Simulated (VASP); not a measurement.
# TiC (Fm-3m) in VASP: density of states with r2SCAN

Aim: the density of states of TiC with r2SCAN.

Everything below comes from runs of VASP 6.6.1. Logs are shortened: lines on timing, memory, paths and dates and some standing lists are left out, and cuts for length are marked.

## 1. Starting point

The structure is cubic, space group Fm-3m (No. 225). Conventional cell: a = 4.333 Å, b = 4.333 Å, c = 4.333 Å, α = 90.00°, β = 90.00°, γ = 90.00°. Ti (site symmetry m-3m) has 6 C at 2.17 Å as nearest neighbours. Around C (site symmetry m-3m) lie 6 Ti at 2.17 Å.

## 2. Density of states, r2SCAN

File INCAR:

```
PREC = Accurate ; ENCUT = 520
EDIFF = 1E-7 ; ISMEAR = -5
SIGMA = 0.1 ; LREAL = F
LASPH = T ; NELM = 80
ALGO = Normal ; ISIF = 2
LWAVE = F ; LCHARG = F
LMAXMIX = 4 ; METAGGA = R2SCAN
LMIXTAU = T ; LORBIT = 10
NBANDS = 15 ; NEDOS = 2001
```

File KPOINTS:

```
Automatic mesh
0
Gamma
  16 16 16
```

File POSCAR:

```
TiC                                     
1.0
    0.0000000000      2.1665338672      2.1665338672
    2.1665338672      0.0000000000      2.1665338672
    2.1665338672      2.1665338672      0.0000000000
  Ti              C             
     1     1
Direct
     0.0000000000000000    0.0000000000000000    0.0000000000000000
     0.5000000000000000    0.5000000000000000    0.5000000000000000
```

Potentials or basis: VASP PAW PBE potentials, release 64 (Ti_sv, C).

The run is started by

```
> cat potpaw_PBE.64/Ti_sv/POTCAR potpaw_PBE.64/C/POTCAR > POTCAR
> mpirun -np 1 vasp_std > vasp.out
```

OUTCAR:

```text
PREC = Accurate
   ENCUT = 520
   EDIFF = 1E-7
   ISMEAR = -5
   LREAL = F
   LASPH = T
   NELM = 80
   ISIF = 2
   METAGGA = R2SCAN
   LORBIT = 10

 ion  position               nearest neighbor table
   1  0.000  0.000  0.000-   2 2.17   2 2.17   2 2.17   2 2.17   2 2.17   2 2.17
   2  0.500  0.500  0.500-   1 2.17   1 2.17   1 2.17   1 2.17   1 2.17   1 2.17

  LATTYP: Found a face centered cubic cell.
 ALAT       =     4.3330677344

  Lattice vectors:

 A1 = (   0.0000000000,   2.1665338672,   2.1665338672)
 A2 = (   2.1665338672,   0.0000000000,   2.1665338672)
 A3 = (   2.1665338672,   2.1665338672,   0.0000000000)

Analysis of symmetry for initial positions (statically):
=====================================================================
 Subroutine PRICEL returns:
 Original cell was already a primitive cell.

 Routine SETGRP: Setting up the symmetry group for a
 face centered cubic supercell.

 Subroutine GETGRP returns: Found 48 space group operations
 (whereof 48 operations were pure point group operations)
 out of a pool of 48 trial point group operations.

The static configuration has the point symmetry O_h .

Analysis of symmetry for dynamics (positions and initial velocities):
=====================================================================
 Subroutine PRICEL returns:
 Original cell was already a primitive cell.

 Routine SETGRP: Setting up the symmetry group for a
 face centered cubic supercell.

 Subroutine GETGRP returns: Found 48 space group operations
 (whereof 48 operations were pure point group operations)
 out of a pool of 48 trial point group operations.

The dynamic configuration has the point symmetry O_h .

 Subroutine INISYM returns: Found 48 space group operations
 (whereof 48 operations are pure point group operations),
 and found     1 'primitive' translations

----------------------------------------------------------------------------------------

                                     Primitive cell

  volume of cell :      20.3389

  direct lattice vectors                    reciprocal lattice vectors
     0.000000000  2.166533867  2.166533867    -0.230783376  0.230783376  0.230783376
     2.166533867  0.000000000  2.166533867     0.230783376 -0.230783376  0.230783376
     2.166533867  2.166533867  0.000000000     0.230783376  0.230783376 -0.230783376

  length of vectors
     3.063941578  3.063941578  3.063941578     0.399728533  0.399728533  0.399728533

  position of ions in fractional coordinates (direct lattice)
     0.000000000  0.000000000  0.000000000
     0.500000000  0.500000000  0.500000000

  ion indices of the primitive-cell ions
   primitive index   ion index
                 1           1
                 2           2

----------------------------------------------------------------------------------------

 KPOINTS: Automatic mesh

Automatic generation of k-mesh.
 Grid dimensions read from file:
 generate k-points for:   16   16   16

 Generating k-lattice:

  Cartesian coordinates                     Fractional coordinates (reciprocal lattice)
    -0.014423961  0.014423961  0.014423961     0.062500000  0.000000000  0.000000000
     0.014423961 -0.014423961  0.014423961     0.000000000  0.062500000  0.000000000
     0.014423961  0.014423961 -0.014423961     0.000000000  0.000000000  0.062500000

  Length of vectors
     0.024983033  0.024983033  0.024983033

  Shift w.r.t. Gamma in fractional coordinates (k-lattice)
     0.000000000  0.000000000  0.000000000

 TETIRR: Found    570 inequivalent tetrahedra from    24576

 Subroutine IBZKPT returns following result:
 ===========================================

 Found    145 irreducible k-points:

 Following reciprocal coordinates:
            Coordinates               Weight
  0.000000  0.000000  0.000000      1.000000
  0.062500  0.000000  0.000000      8.000000
  0.125000  0.000000  0.000000      8.000000
  0.187500  0.000000  0.000000      8.000000
  0.250000  0.000000  0.000000      8.000000
  0.312500  0.000000  0.000000      8.000000
[... 16 lines left out ...]
 -0.125000  0.062500  0.000000     24.000000
 -0.062500  0.062500  0.000000     12.000000
 [... further k-points ...]
   k-points           NKPTS =    145   k-points in BZ     NKDIM =    145   number of bands    NBANDS=     15
   number of dos      NEDOS =   2001   number of ions     NIONS =      2
   total plane-waves  NPLWV =  13824
   dimension x,y,z NGX =    24 NGY =   24 NGZ =   24
   dimension x,y,z NGXF=    48 NGYF=   48 NGZF=   48
   ions per type =               1   1
   NGX,Y,Z   is equivalent  to a cutoff of  13.02, 13.02, 13.02 a.u.
   NGXF,Y,Z  is equivalent  to a cutoff of  26.04, 26.04, 26.04 a.u.
 SYSTEM =  unknown system
   PREC   = accura    normal or accurate (medium, high low for compatibility)
   ISTART =      0    job   : 0-new  1-cont  2-samecut
   ICHARG =      2    charge: 1-file 2-atom 10-const
   ISPIN  =      1    spin polarized calculation?
   LNONCOLLINEAR =      F non collinear calculations
   LSORBIT =      F    spin-orbit coupling
   LASPH  =      T    aspherical Exc in radial PAW
   ENCUT  =  520.0 eV  38.22 Ry    6.18 a.u.   5.70  5.70  5.70*2*pi/ulx,y,z
   NELM   =     80;   NELMIN=  2; NELMDL= -5     # of ELM steps
   EDIFF  = 0.1E-06   stopping-criterion for ELM
   LREAL  =      F    real-space projection
   EDIFFG = 0.1E-05   stopping-criterion for IOM
   NSW    =      0    number of steps for IOM
   IBRION =     -1    ionic relax: 0-MD 1-quasi-New 2-CG
   NFREE  =      0    steps in history (QN), initial steepest desc. (CG)
   ISIF   =      2    stress and relaxation
   ISYM   =      2    0-nonsym 1-usesym 2-fastsym
   POTIM  = 0.5000    time-step for ionic-motion
   TEBEG  =    0.0;   TEEND  =   0.0 temperature during run
   PSTRESS=    0.0 pullay stress
   NELECT =      16.0000    total number of electrons
   NUPDOWN=      -1.0000    fix difference up-down
   EMIN   =  10.00;   EMAX   =-10.00  energy-range for DOS
   EFERMI =   0.00;   METHOD = LEGACY
   ISMEAR =    -5;   SIGMA  =   0.10  broadening in eV -4-tet -1-fermi 0-gaus
   EFERMI_NEDOS =   21; number of points for ismear=-14 and -15
   IALGO  =     38    algorithm
   IMIX   =      4    mixing-type and parameters
     AMIX     =   0.40;   BMIX     =  1.00
     AMIX_MAG =   1.60;   BMIX_MAG =  1.00
  volume/ion in A,a.u.               =      10.17        68.63
  Fermi-wavevector in a.u.,A,eV,Ry     =   1.511261  2.855868 31.074461  2.283908
  Thomas-Fermi vector in A             =   2.621341
   LORBIT       =     10    0 simple, 1 ext, 2 COOP (PROOUT), +10 PAW based schemes
   METAGGA = R2SCAN    functional components
   LHFCALC =     F    Hartree Fock is set to
   AEXX    =    0.0000 exact exchange contribution
   IVDW    =     0    specifies the selected vdW correction
   LEPSILON=     F    determine dielectric tensor
   LRPA    =     F    only Hartree local field effects (RPA)
 non-spin polarized calculation
 Fermi weights with tetrahedron method with Bloechl corrections
  energy-cutoff  :      520.00
  volume of cell :       20.34
 maximum number of plane-waves:       568
   NGX = 11   NGY = 11   NGZ = 11

 number of electron      16.0000000 magnetization

 Free energy of the ion-electron system (eV)
  ---------------------------------------------------
  ext. energy  EPLUGINS =         0.00000000
  ---------------------------------------------------
  free energy    TOTEN  =       -24.86921881 eV

  energy without entropy =      -24.86921881  energy(sigma->0) =      -24.86921881

 E-fermi :   9.5003     XC(G=0): -13.5817

 val. band max:        9.5372083270   @ k =   0.0625   0.0625   0.0000
 cond. band min:       9.4212025415   @ k =   0.3750   0.3125   0.0000
 fundamental gap:     -0.1160057854
 Fermi energy:         9.5003171424

 k-point     1 :       0.0000    0.0000    0.0000
  band No.  band energies     occupation
      1     -49.5050      2.00000
      2     -24.4837      2.00000
      3     -24.4836      2.00000
      4     -24.4836      2.00000
      5      -3.7241      2.00000
      6      10.3402      0.00000
      7      10.3402      0.00000
      8      10.3402      0.00000
      9      11.1411      0.00000
     10      11.1411      0.00000
     11      11.1411      0.00000
     12      11.1904      0.00000
     13      11.1904      0.00000
     14      20.6559      0.00000
     15      24.3034      0.00000

 k-point     2 :       0.0625    0.0000    0.0000
  band No.  band energies     occupation
      1     -49.5022      2.00000
      2     -24.5038      2.00000
      3     -24.4855      2.00000
      4     -24.4854      2.00000
      5      -3.6335      2.00000
      6       9.8072      0.50992
      7       9.9952     -0.12884
      8       9.9953     -0.21672
      9      10.5810      0.00000
     10      10.5810      0.00000
     11      11.4595      0.00000
     12      12.2303      0.00000
     13      12.2303      0.00000
     14      20.8284      0.00000
     15      24.3195      0.00000
[... 365 lines left out ...]
      3     -24.5094      2.00000
      4     -24.4877      2.00000
      5      -3.1696      2.00000
      6       8.2738      2.00000
      7       8.5446      2.00000
      8       8.8840      2.00451
      9      10.6527      0.00000
     10      11.1439      0.00000
     11      12.1716      0.00000
     12      13.2104      0.00000
     13      14.3673      0.00000
     14      21.5222      0.00000
     15      24.2377      0.00000

 k-point    24 :      -0.0625    0.0625    0.0000
  band No.  band energies     occupation
      1     -49.4976      2.00000
      2     -24.5317      2.00000
      3     -24.4968      2.00000
      4     -24.4846      2.00000
      5      -3.4854      2.00000
      6       9.2297      1.92959
      7       9.3447      1.59465
      8       9.5170      1.14761
      9      10.4551      0.00000
     10      10.9501      0.00000
     11      11.8328      0.00000
     12      12.3829      0.00000
     13      13.2656      0.00000
     14      21.0932      0.00000
     15      24.3216      0.00000

 [... further k-points ...]

------------------------ aborting loop because EDIFF is reached ----------------------------------------

  FORCE on cell =-STRESS in cart. coord.  units (eV):
  Direction    XX          YY          ZZ          XY          YZ          ZX
  --------------------------------------------------------------------------------------
  -------------------------------------------------------------------------------------
  Total       -0.0028982     -0.0028982     -0.0028982      0.0000000     -0.0000000      0.0000000
  in kB       -0.2283019     -0.2283019     -0.2283019      0.0000000     -0.0000000      0.0000000
  external PRESSURE =      -0.2283019 kB  Pullay stress =       0.0000000 kB

 VOLUME and BASIS-vectors are now :
 -----------------------------------------------------------------------------
  energy-cutoff  :      520.00
  volume of cell :       20.34
      direct lattice vectors                 reciprocal lattice vectors
     0.000000000  2.166533867  2.166533867    -0.230783376  0.230783376  0.230783376
     2.166533867  0.000000000  2.166533867     0.230783376 -0.230783376  0.230783376
     2.166533867  2.166533867  0.000000000     0.230783376  0.230783376 -0.230783376

 POSITION                                       TOTAL-FORCE (eV/Angst)
 -----------------------------------------------------------------------------------
      0.00000      0.00000      0.00000         0.000000     -0.000000     -0.000000
      2.16653      2.16653      2.16653         0.000000      0.000000      0.000000
 -----------------------------------------------------------------------------------
    total drift:                                0.000000     -0.000000     -0.000000

  FREE ENERGIE OF THE ION-ELECTRON SYSTEM (eV)
  ---------------------------------------------------
  free  energy   TOTEN  =       -24.8692188134 eV

  energy  without entropy=      -24.8692188134  energy(sigma->0) =      -24.86921881

 total charge

# of ion       s       p       d       tot
------------------------------------------
    1        2.197   6.253   1.906  10.356
    2        0.907   1.517   0.000   2.425
--------------------------------------------------
tot          3.105   7.770   1.906  12.781
```

Run time: 98 s. Hardware: 1 thread of Intel Xeon Platinum 8375C at 2.90GHz (Ice Lake), shared host; peak memory 0.18 GiB.

Results:

| Property | Result |
| --- | --- |
| Free energy | -24.8692 eV |
| Pressure | 0.0 GPa |
| Band gap on the k mesh | none (metal or under the smearing width) |
| Valence electrons inside the program's atomic spheres | Ti 10.36; C 2.42 |

States per cell in windows of 0.5 eV (zero at the Fermi level; states under -8 eV left out):
| from (eV) | total | Ti1_d | C2_p | Ti1_p | Ti1_s | C2_s | C2_d |
| --- | --- | --- | --- | --- | --- | --- | --- |
| -8.0 | 0.00 | 0.00 | 0.00 | 0.00 | 0.00 | 0.00 | 0.00 |
| -7.5 | 0.00 | 0.00 | 0.00 | 0.00 | 0.00 | 0.00 | 0.00 |
| -7.0 | 0.00 | 0.00 | 0.00 | 0.00 | 0.00 | 0.00 | 0.00 |
| -6.5 | 0.00 | 0.00 | 0.00 | 0.00 | 0.00 | 0.00 | 0.00 |
| -6.0 | 0.09 | 0.02 | 0.02 | 0.00 | 0.01 | 0.00 | 0.00 |
| -5.5 | 0.20 | 0.04 | 0.04 | 0.00 | 0.02 | 0.00 | 0.00 |
| -5.0 | 0.44 | 0.08 | 0.10 | 0.01 | 0.04 | 0.01 | 0.00 |
| -4.5 | 0.61 | 0.12 | 0.15 | 0.03 | 0.03 | 0.01 | 0.00 |
| -4.0 | 0.41 | 0.06 | 0.10 | 0.04 | 0.01 | 0.00 | 0.00 |
| -3.5 | 0.91 | 0.26 | 0.22 | 0.06 | 0.01 | 0.00 | 0.00 |
| -3.0 | 1.29 | 0.46 | 0.33 | 0.04 | 0.01 | 0.00 | 0.00 |
| -2.5 | 0.83 | 0.30 | 0.21 | 0.03 | 0.00 | 0.00 | 0.00 |
| -2.0 | 0.53 | 0.20 | 0.13 | 0.02 | 0.00 | 0.00 | 0.00 |
| -1.5 | 0.34 | 0.12 | 0.09 | 0.01 | 0.00 | 0.00 | 0.00 |
| -1.0 | 0.23 | 0.07 | 0.07 | 0.01 | 0.00 | 0.00 | 0.00 |
| -0.5 | 0.11 | 0.04 | 0.03 | 0.00 | 0.00 | 0.00 | 0.00 |
| 0.0 | 0.14 | 0.06 | 0.03 | 0.01 | 0.00 | 0.00 | 0.00 |
| 0.5 | 0.23 | 0.13 | 0.03 | 0.01 | 0.00 | 0.00 | 0.00 |
| 1.0 | 0.35 | 0.23 | 0.03 | 0.00 | 0.00 | 0.00 | 0.00 |
| 1.5 | 0.51 | 0.37 | 0.04 | 0.00 | 0.00 | 0.00 | 0.00 |
| 2.0 | 0.65 | 0.51 | 0.04 | 0.00 | 0.00 | 0.00 | 0.00 |
| 2.5 | 0.95 | 0.77 | 0.05 | 0.00 | 0.00 | 0.00 | 0.00 |
| 3.0 | 1.39 | 1.18 | 0.06 | 0.01 | 0.00 | 0.01 | 0.00 |
| 3.5 | 1.10 | 0.85 | 0.11 | 0.01 | 0.01 | 0.00 | 0.00 |
| 4.0 | 1.16 | 0.84 | 0.15 | 0.01 | 0.03 | 0.00 | 0.00 |
| 4.5 | 0.37 | 0.24 | 0.06 | 0.01 | 0.01 | 0.01 | 0.00 |
| 5.0 | 0.47 | 0.31 | 0.06 | 0.01 | 0.01 | 0.02 | 0.00 |
| 5.5 | 0.56 | 0.37 | 0.06 | 0.01 | 0.02 | 0.03 | 0.00 |
| 6.0 | 0.53 | 0.34 | 0.07 | 0.01 | 0.01 | 0.03 | 0.00 |
| 6.5 | 0.54 | 0.34 | 0.08 | 0.01 | 0.01 | 0.03 | 0.00 |
| 7.0 | 0.46 | 0.27 | 0.09 | 0.01 | 0.00 | 0.02 | 0.00 |
| 7.5 | 0.40 | 0.23 | 0.09 | 0.01 | 0.00 | 0.01 | 0.00 |

Caveat: the PAW data sets were made with another functional, which shifts forces and pressure a little; tetrahedron occupations give inexact forces and stress in metals.
